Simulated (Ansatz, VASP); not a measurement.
# Two plane-wave programs on C

POSCAR

```
C
1.0
    0.0000000000      1.7801241426      1.7092752017
    1.7801241426      0.0000000000      1.7092752017
    1.7801241426      1.7801241426      0.0000000000
C
2
Direct
    0.0000000000      0.0000000000      0.0000000000
    0.2500000000      0.2500000000      0.2500000000
```

Contents of INCAR.step1:

```
SYSTEM = C
PREC = Accurate
ENCUT = 520
ISMEAR = 0
SIGMA = 0.01
LREAL = .FALSE.
LASPH = .TRUE.
NELM = 80
NBANDS = 11
GGA = PE
ALGO = Normal
EDIFF = 1E-4
LWAVE = .TRUE.
LCHARG = .FALSE.
```

File INCAR.step2:

```
SYSTEM = C
PREC = Accurate
ENCUT = 520
EDIFF = 1E-6
ISMEAR = 0
SIGMA = 0.01
LREAL = .FALSE.
LASPH = .TRUE.
NELM = 80
ALGO = Normal
ISIF = 2
LWAVE = .FALSE.
LCHARG = .TRUE.
METAGGA = R2SCAN
LMIXTAU = .TRUE.
LELF = .TRUE.
LVHAR = .TRUE.
NBANDS = 11
ISTART = 1
```

The input KPOINTS:

```
Automatic mesh
0
G
  12 12 12
  0 0 0
```

Input for Ansatz:

```yaml
crystal:
  lattice:
    - [0.0, 1.7801241426, 1.7092752017]
    - [1.7801241426, 0.0, 1.7092752017]
    - [1.7801241426, 1.7801241426, 0.0]
  atoms:
    - { symbol: C, position: [0.0, 0.0, 0.0] }
    - { symbol: C, position: [0.25, 0.25, 0.25] }
kpoints:
  mp_grid: { grid: [12, 12, 12] }
  band_path:
    path:
      - [0.0, 0.0, 0.0]
      - [0.5, 0.0, 0.5]
      - [0.625, 0.25, 0.625]
      - [0.375, 0.375, 0.75]
      - [0.5, 0.5, 0.5]
      - [0.5, 0.25, 0.75]
      - [0.35, 0.0, 0.35]
    npoints: 1
hamiltonian:
  xc: r2scan
scf:
  occupations: { method: fixed }
  n_extra_bands: 4
output:
  forces: true
  stress: true
  eigenvalues: true
  write_density: true
  write_potential: true
  elf: true
  volumetric_format: npy
```

Change from the starting cell: uniaxial_z strain -4.0%.

Alike in both runs: task single point; functional r2SCAN; k mesh 12 × 12 × 12; no spin polarisation.

|  | VASP | Ansatz |
| --- | --- | --- |
| version | VASP 6.6.1 | Ansatz 0.2.0 |
| potentials or method | VASP PAW PBE potentials, release 64 (C) | plane waves, PAW |
| plane-wave cutoff (eV) | 520 | 500 |
| occupations | gaussian, width 0.01 eV | fixed |
| valence electrons in the cell | 8 | 8 |

|  | VASP | Ansatz | Ansatz less VASP |
| --- | --- | --- | --- |
| gap on the k mesh at the Fermi level (eV) | 3.36 | 3.39 | +0.032 |
| pressure (GPa) | 21.1 | 19.8 | -1.29 |
| largest component of the traceless stress (GPa) | 26.82 | 26.86 | +0.049 |

Caveats: so large a pressure means that the cell lies far from this level's equilibrium, or that cutoff or potentials fall short (VASP); the potentials were made for another functional, which shifts forces and pressure (VASP).
